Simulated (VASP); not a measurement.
**SiO2 in VASP 6.6.1, single-point calculation**

INCAR

```
GGA = CA
ISIF = 2
NBANDS = 15
LCHARG = .FALSE.
LREAL = .FALSE.
NSW = 0
ISYM = -1
ENCUT = 520
LASPH = .TRUE.
EDIFF = 1E-7
PREC = Accurate
ISMEAR = 0
LWAVE = .FALSE.
NELM = 88
IBRION = -1
SIGMA = 0.01
```

KPOINTS

```
KPOINTS created by Atomic Simulation Environment
0
Gamma
4 4 4
0 0 0
```

POSCAR

```
Si O
 1.0000000000000000
    -0.0000000000000000    2.2641691162216273    2.2641691162216273
     2.2641691162216273   -0.0000000000000000    2.2641691162216273
     2.2641691162216273    2.2641691162216273   -0.0000000000000000
 Si  O
   1   2
Cartesian
 -0.0000000000000000  0.0000000000000000 -0.0000000000000000
  1.1320845581108139  1.1320845581108139  1.1320845581108139
  3.3962536743324403  3.3962536743324403  3.3962536743324403
```

The recommended LDA PAW datasets give the neutral cell 16 valence electrons.

Command

```
mpirun -np 1 vasp_std
```

OSZICAR

```
N       E                     dE             d eps       ncg     rms          rms(c)
DAV:   1     0.460513940077E+02    0.46051E+02   -0.86419E+03  2024   0.100E+03
DAV:   2    -0.235676758022E+02   -0.69619E+02   -0.62902E+02  2550   0.218E+02
DAV:   3    -0.255421762259E+02   -0.19745E+01   -0.19687E+01  2249   0.348E+01
DAV:   4    -0.255491081382E+02   -0.69319E-02   -0.69312E-02  2508   0.246E+00
DAV:   5    -0.255491458286E+02   -0.37690E-04   -0.37690E-04  2284   0.173E-01    0.111E+01
DAV:   6    -0.227746413526E+02    0.27745E+01   -0.53196E+00  2011   0.214E+01    0.434E+00
DAV:   7    -0.227457496823E+02    0.28892E-01   -0.27799E-01  2347   0.432E+00    0.174E+00
DAV:   8    -0.227203645709E+02    0.25385E-01   -0.19517E-02  2130   0.139E+00    0.483E-01
DAV:   9    -0.227176871345E+02    0.26774E-02   -0.17198E-03  2529   0.420E-01    0.154E-01
DAV:  10    -0.227176863647E+02    0.76973E-06   -0.21967E-04  2004   0.115E-01    0.270E-02
DAV:  11    -0.227176838305E+02    0.25342E-05   -0.66825E-06  2571   0.237E-02    0.170E-02
DAV:  12    -0.227176839078E+02   -0.77275E-07   -0.99605E-07  2095   0.941E-03
   1 F= -.22717684E+02 E0= -.22717684E+02  d E =-.892985E-41
```

Standard output (part)

```
POSCAR found type information on POSCAR SiO
 POSCAR found :  2 types and       3 ions
 LDA part: xc-table for (Slater(with rela. corr.)+CA(PZ))
 , standard interpolation
 POSCAR, INCAR and KPOINTS ok, starting setup
 WAVECAR not read
 entering main loop
```

From OUTCAR

```
k-points           NKPTS =     64   k-points in BZ     NKDIM =     64   number of bands    NBANDS=     15

   NELECT =      16.0000    total number of electrons

   dimension x,y,z NGX =    24 NGY =   24 NGZ =   24
   dimension x,y,z NGXF=    48 NGYF=   48 NGZF=   48

  energy-cutoff  :      520.00
  volume of cell :       23.21
      direct lattice vectors                 reciprocal lattice vectors
     0.000000000  2.264169116  2.264169116    -0.220831561  0.220831561  0.220831561
     2.264169116  0.000000000  2.264169116     0.220831561 -0.220831561  0.220831561
     2.264169116  2.264169116  0.000000000     0.220831561  0.220831561 -0.220831561

 k-points in reciprocal lattice and weights: KPOINTS created by Atomic Simulation Env
   0.00000000  0.00000000  0.00000000       0.016
   0.25000000  0.00000000  0.00000000       0.016
   0.50000000  0.00000000  0.00000000       0.016
  -0.25000000  0.00000000  0.00000000       0.016
   0.00000000  0.25000000  0.00000000       0.016
   0.25000000  0.25000000  0.00000000       0.016
   0.50000000  0.25000000  0.00000000       0.016
  -0.25000000  0.25000000  0.00000000       0.016
   ...

 E-fermi :   9.5976

 k-point     1 :       0.0000    0.0000    0.0000
  band No.  band energies     occupation
      1     -13.3072      2.00000
      2      -6.1614      2.00000
      3       3.6264      2.00000
      4       3.6264      2.00000
      5       3.6264      2.00000
      6       7.2105      2.00000
      7       7.2105      2.00000
      8       7.2105      2.00000
      9      11.7653      0.00000
     10      15.2265      0.00000
     11      15.2265      0.00000
     12      15.2265      0.00000
     13      21.6848      0.00000
     14      21.6848      0.00000
     15      23.7427      0.00000

 k-point     2 :       0.2500    0.0000    0.0000
  band No.  band energies     occupation
      1     -12.4088      2.00000
      2      -7.3481      2.00000
      3       3.0168      2.00000
      4       3.7210      2.00000
      5       3.7210      2.00000
      6       5.3603      2.00000
      7       6.2104      2.00000
      8       6.2104      2.00000
      9      14.1617      0.00000
     10      16.4174      0.00000
     11      16.8131      0.00000
     12      16.8131      0.00000
     13      22.9725      0.00000
     14      22.9725      0.00000
     15      25.8780      0.00000

 k-point     3 :       0.5000    0.0000    0.0000
  band No.  band energies     occupation
      1     -10.1393      2.00000
      2      -9.9275      2.00000
      3       2.3898      2.00000
      4       4.1879      2.00000
      5       4.1879      2.00000
      6       4.3744      2.00000
      7       4.9382      2.00000
      8       4.9382      2.00000
      9      15.4599      0.00000
     10      19.0777      0.00000
     11      19.4086      0.00000
     12      19.4086      0.00000
     13      23.0362      0.00000
     14      23.0362      0.00000
     15      25.4911      0.00000

 ...

  Total       -0.4479111     -0.4479117     -0.4479113      0.0000079      0.0000074      0.0000080
  in kB      -30.9133300    -30.9133711    -30.9133466      0.0005463      0.0005097      0.0005527
  external PRESSURE =     -30.9133493 kB  Pullay stress =       0.0000000 kB

 POSITION                                       TOTAL-FORCE (eV/Angst)
 -----------------------------------------------------------------------------------
      0.00000      0.00000      0.00000         0.000001      0.000000      0.000000
      1.13208      1.13208      1.13208        -0.000002     -0.000001     -0.000001
      3.39625      3.39625      3.39625         0.000001      0.000001      0.000001
 -----------------------------------------------------------------------------------
    total drift:                               -0.000001     -0.000000     -0.000000

  FREE ENERGIE OF THE ION-ELECTRON SYSTEM (eV)
  ---------------------------------------------------
  free  energy   TOTEN  =       -22.7176839078 eV

  energy  without entropy=      -22.7176839078  energy(sigma->0) =      -22.71768391
```

It converged. Results: gap between bands v and c on the k mesh 1.81 eV; least direct gap on the k mesh 1.81 eV; pressure -3.1 GPa. Band v is the last that the valence electrons fill when counted band by band, and c is the next.

For comparison, a separate LDA run of the intended cell, on usual settings and not on those above, gives a gap of 1.81 eV on its mesh and a pressure of -2.9 GPa.

The run above took about 5.7 s on one core of a shared host (Intel Xeon 6975P-C) and held 0.13 GiB at most.
